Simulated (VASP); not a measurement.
# ZnO (zincite) (P6_3mc) in VASP: a series of runs

The runs below take ZnO (zincite) through relaxation of cell and atoms, relaxation of shape and atoms at fixed volume, with PBE+D3(BJ).

All numbers are computed with VASP 6.6.1; they aren't measurements. Logs are shortened: lines on timing, memory, paths and dates and some standing lists are left out, and cuts for length are marked.

## (1) The structure

The structure is hexagonal, space group P6_3mc (No. 186). The conventional cell has a = 3.249 Å, b = 3.249 Å, c = 5.206 Å, α = 90.00°, β = 90.00°, γ = 120.00°. Zn (site symmetry 3m) has 4 O at 1.97 to 1.98 Å as nearest neighbours. Around O (site symmetry 3m) lie 4 Zn at 1.97 to 1.98 Å.

## (2) Relaxation of cell and atoms, PBE+D3(BJ)

Input file INCAR:

```
PREC     = Accurate       # precision mode
ENCUT    = 600            # plane-wave cutoff, eV
EDIFF    = 1E-6           # SCF threshold, eV
ISMEAR   = 0              # smearing method
SIGMA    = 0.03           # smearing width, eV
LREAL    = F              # projectors in reciprocal space
LASPH    = T              # aspherical terms in the spheres
NELM     = 80             # most SCF steps
ALGO     = Normal         # electronic algorithm
ISIF     = 3              # what is computed and relaxed
LWAVE    = F              # write WAVECAR
LCHARG   = F              # write CHGCAR
GGA      = PE             # functional
IVDW     = 12             # dispersion correction
IBRION   = 2              # ionic algorithm
NSW      = 90             # ionic steps
EDIFFG   = -0.01          # ionic threshold
```

Input file KPOINTS:

```
regular mesh
0
Gamma
  9 9 5
```

Input file POSCAR:

```
ZnO
1.0
    3.2493080000      0.0000000000      0.0000000000
   -1.6246540000      2.8139832727      0.0000000000
    0.0000000000      0.0000000000      5.2057090000
Zn O
2 2
Direct
    0.3333333333      0.6666666667      0.5000000000
    0.6666666667      0.3333333333      0.0000000000
    0.6666666667      0.3333333333      0.3790100000
    0.3333333333      0.6666666667      0.8790100000
```

Potentials or basis: VASP PAW PBE potentials, release 64 (Zn, O).

Launch:

```bash
> cat potpaw_PBE.64/Zn/POTCAR potpaw_PBE.64/O/POTCAR > POTCAR
> mpirun -np 1 vasp_std > vasp.out
```

OUTCAR:

```text
PREC = Accurate
   ENCUT = 600
   EDIFF = 1E-6
   ISMEAR = 0
   LREAL = F
   LASPH = T
   NELM = 80
   ISIF = 3
   GGA = PE
   IVDW = 12
   IBRION = 2
   NSW = 90
   EDIFFG = -0.01
 IVDW          = 12

 ion  position               nearest neighbor table
   1  0.333  0.667  0.500-   4 1.97   3 1.98   3 1.98   3 1.98
   2  0.667  0.333  0.000-   3 1.97   4 1.98   4 1.98   4 1.98
   3  0.667  0.333  0.379-   2 1.97   1 1.98   1 1.98   1 1.98
   4  0.333  0.667  0.879-   1 1.97   2 1.98   2 1.98   2 1.98

  LATTYP: Found a hexagonal cell.
 ALAT       =     3.2493080000
 C/A-ratio  =     1.6020977390

  Lattice vectors:

 A1 = (   3.2493080000,   0.0000000000,   0.0000000000)
 A2 = (  -1.6246540000,   2.8139832727,   0.0000000000)
 A3 = (   0.0000000000,   0.0000000000,   5.2057090000)

Analysis of symmetry for initial positions (statically):
=====================================================================
 Subroutine PRICEL returns:
 Original cell was already a primitive cell.

 Routine SETGRP: Setting up the symmetry group for a
 hexagonal supercell.

 Subroutine GETGRP returns: Found 12 space group operations
 (whereof  6 operations were pure point group operations)
 out of a pool of 24 trial point group operations.

The static configuration has the point symmetry C_3v.
 The point group associated with its full space group is C_6v.

Analysis of symmetry for dynamics (positions and initial velocities):
=====================================================================
 Subroutine PRICEL returns:
 Original cell was already a primitive cell.

 Routine SETGRP: Setting up the symmetry group for a
 hexagonal supercell.

 Subroutine GETGRP returns: Found 12 space group operations
 (whereof  6 operations were pure point group operations)
 out of a pool of 24 trial point group operations.

The dynamic configuration has the point symmetry C_3v.
 The point group associated with its full space group is C_6v.

 Subroutine INISYM returns: Found 12 space group operations
 (whereof  6 operations are pure point group operations),
 and found     1 'primitive' translations

----------------------------------------------------------------------------------------

                                     Primitive cell

  volume of cell :      47.5984

  direct lattice vectors                    reciprocal lattice vectors
     3.249308000  0.000000000  0.000000000     0.307757836  0.177684070  0.000000000
    -1.624654000  2.813983273  0.000000000     0.000000000  0.355368139  0.000000000
     0.000000000  0.000000000  5.205709000     0.000000000  0.000000000  0.192096792

  length of vectors
     3.249308000  3.249308000  5.205709000     0.355368139  0.355368139  0.192096792

  position of ions in fractional coordinates (direct lattice)
     0.333333333  0.666666667  0.500000000
     0.666666667  0.333333333  0.000000000
     0.666666667  0.333333333  0.379010000
     0.333333333  0.666666667  0.879010000

  ion indices of the primitive-cell ions
   primitive index   ion index
                 1           1
                 2           2
                 3           3
                 4           4

----------------------------------------------------------------------------------------

 KPOINTS: regular mesh

Automatic generation of k-mesh.
 Grid dimensions read from file:
 generate k-points for:    9    9    5

 Generating k-lattice:

  Cartesian coordinates                     Fractional coordinates (reciprocal lattice)
     0.034195315  0.019742674  0.000000000     0.111111111  0.000000000  0.000000000
     0.000000000  0.039485349  0.000000000     0.000000000  0.111111111  0.000000000
     0.000000000  0.000000000  0.038419358     0.000000000  0.000000000  0.200000000

  Length of vectors
     0.039485349  0.039485349  0.038419358

  Shift w.r.t. Gamma in fractional coordinates (k-lattice)
     0.000000000  0.000000000  0.000000000

 Subroutine IBZKPT returns following result:
 ===========================================

 Found     36 irreducible k-points:

[... 40 lines left out ...]
   LORBIT       =      0    0 simple, 1 ext, 2 COOP (PROOUT), +10 PAW based schemes
   GGA     = PE    functional components
   LHFCALC =     F    Hartree Fock is set to
   AEXX    =    0.0000 exact exchange contribution
   IVDW    =    12    specifies the selected vdW correction
   LEPSILON=     F    determine dielectric tensor
   LRPA    =     F    only Hartree local field effects (RPA)
 conjugate gradient relaxation of ions
 non-spin polarized calculation
 Gauss-broadening in eV      SIGMA  =   0.03
  energy-cutoff  :      600.00
  volume of cell :       47.60
 maximum number of plane-waves:      1605
 NGX is ok and might be reduce to    28
   NGX = 13   NGY = 13   NGZ = 21

--------------------------------------- Ionic step        1  -------------------------------------------

 number of electron      36.0000008 magnetization

 Free energy of the ion-electron system (eV)
  ---------------------------------------------------
  ext. energy  EPLUGINS =         0.00000000
  ---------------------------------------------------
  free energy    TOTEN  =       -17.82623968 eV

  energy without entropy =      -17.82623968  energy(sigma->0) =      -17.82623968

------------------------ aborting loop because EDIFF is reached ----------------------------------------

 Edisp (eV)   -0.89685

 E8    (eV) :    -0.3383

  FORCE on cell =-STRESS in cart. coord.  units (eV):
  Direction    XX          YY          ZZ          XY          YZ          ZX
  --------------------------------------------------------------------------------------
  -------------------------------------------------------------------------------------
  Total       0.63845     0.63845     1.17534     0.00000    -0.00000     0.00000
  in kB      21.49054    21.49054    39.56228     0.00000    -0.00000     0.00000
  external pressure =       27.51 kB  Pullay stress =        0.00 kB
[... 103 lines left out ...]
  FREE ENERGIE OF THE ION-ELECTRON SYSTEM (eV)
  ---------------------------------------------------
  free  energy   TOTEN  =       -18.7318028093 eV

  energy  without entropy=      -18.7318028093  energy(sigma->0) =      -18.73180281

[... ionic steps 4 to 7 ...]

--------------------------------------- Ionic step        8  -------------------------------------------

 number of electron      36.0000014 magnetization

------------------------ aborting loop because EDIFF is reached ----------------------------------------

 Edisp (eV)   -0.87990

 E8    (eV) :    -0.3321
[... 73 lines left out ...]
  energy  without entropy=      -18.7319091569  energy(sigma->0) =      -18.73190916

--------------------------------------- Ionic step       10  -------------------------------------------

 number of electron      36.0000014 magnetization

 Free energy of the ion-electron system (eV)
  ---------------------------------------------------
  ext. energy  EPLUGINS =         0.00000000
  ---------------------------------------------------
  free energy    TOTEN  =       -17.85208257 eV

  energy without entropy =      -17.85208257  energy(sigma->0) =      -17.85208257

 E-fermi :   1.1931     XC(G=0): -10.8115

 val. band max:        1.0379862645   @ k =   0.0000   0.0000   0.0000
 cond. band min:       1.7904993581   @ k =   0.0000   0.0000   0.0000
 fundamental gap:      0.7525130936
 Fermi energy:         1.1930525193

 k-point     1 :       0.0000    0.0000    0.0000
  band No.  band energies     occupation
      1     -16.9078      2.00000
      2     -16.2169      2.00000
      3      -4.5735      2.00000
      4      -4.5735      2.00000
      5      -4.5300      2.00000
      6      -4.4661      2.00000
[... 574 lines left out ...]
      6      -4.0095      2.00000
[... 14 lines left out ...]
     21       8.7796      0.00000
     22       9.1316      0.00000

 [... further k-points ...]

------------------------ aborting loop because EDIFF is reached ----------------------------------------

 Edisp (eV)   -0.87986

 E8    (eV) :    -0.3320

  FORCE on cell =-STRESS in cart. coord.  units (eV):
  Direction    XX          YY          ZZ          XY          YZ          ZX
  --------------------------------------------------------------------------------------
  -------------------------------------------------------------------------------------
  Total       0.01355     0.01355    -0.00750     0.00000     0.00000     0.00000
  in kB       0.44755     0.44755    -0.24789     0.00000     0.00000     0.00000
  external pressure =        0.22 kB  Pullay stress =        0.00 kB
[... 19 lines left out ...]
  FREE ENERGIE OF THE ION-ELECTRON SYSTEM (eV)
  ---------------------------------------------------
  free  energy   TOTEN  =       -18.7319424290 eV

  energy  without entropy=      -18.7319424290  energy(sigma->0) =      -18.73194243

 reached required accuracy - stopping structural energy minimisation
```

Run time: 4.8 min. Hardware: 1 thread of Intel Xeon Platinum 8559C (Emerald Rapids), shared host; peak memory 0.2 GiB.

What came out:

| Item | Value |
| --- | --- |
| Free energy | -18.7319 eV |
| Relaxed volume | 12.13 Å³/atom |
| Relaxed cell | a = 3.262 Å, b = 3.262 Å, c = 5.265 Å, α = 90.00°, β = 90.00°, γ = 120.00° |
| Space group after relaxing (to 0.05 Å) | P6_3mc (No. 186) |
| Energy gained by relaxing | 2.2 meV/atom |
| Ionic steps | 10 |
| Pressure after relaxing | 0.0 GPa |
| Largest force after relaxing | 0.008 eV/Å |
| Band gap on the k mesh | 0.75 eV, direct |
| Dispersion energy per atom | -0.220 eV |

Forces in eV/Å, atoms in the order of the input:
```
Zn   0.000  0.000  0.008
Zn   0.000  0.000  0.008
O    0.000  0.000 -0.008
O    0.000  0.000 -0.008
```

The path:
| step | energy change (eV) | largest force (eV/Å) | pressure (GPa) | volume (Å³) |
| --- | --- | --- | --- | --- |
| 1 | 0.0000 | 0.0724 | 2.75 | 47.60 |
| 2 | -0.0064 | 0.0341 | -1.31 | 49.02 |
| 3 | -0.0087 | 0.0023 | 0.11 | 48.52 |
| 4 | -0.0087 | 0.0053 | -0.12 | 48.57 |
| 5 | -0.0087 | 0.0042 | -0.18 | 48.55 |
| 6 | -0.0088 | 0.0115 | 0.15 | 48.46 |
| 7 | -0.0088 | 0.0087 | 0.10 | 48.49 |
| 8 | -0.0088 | 0.0131 | -0.02 | 48.50 |
| 9 | -0.0088 | 0.0162 | -0.04 | 48.51 |
| 10 | -0.0089 | 0.0082 | 0.02 | 48.50 |

Final structure:
```cif
data_structure
_symmetry_space_group_name_H-M 'P 1'
_symmetry_Int_Tables_number 1
_cell_length_a 3.2616
_cell_length_b 3.2616
_cell_length_c 5.2647
_cell_angle_alpha 90.000
_cell_angle_beta 90.000
_cell_angle_gamma 120.000
_cell_volume 48.50
loop_
_atom_site_label
_atom_site_type_symbol
_atom_site_fract_x
_atom_site_fract_y
_atom_site_fract_z
_atom_site_occupancy
Zn1 Zn 0.33333 0.66667 0.49990 1
Zn2 Zn 0.66667 0.33333 0.99990 1
O1 O 0.66667 0.33333 0.37911 1
O2 O 0.33333 0.66667 0.87911 1
```

[end of part 1 of 2]
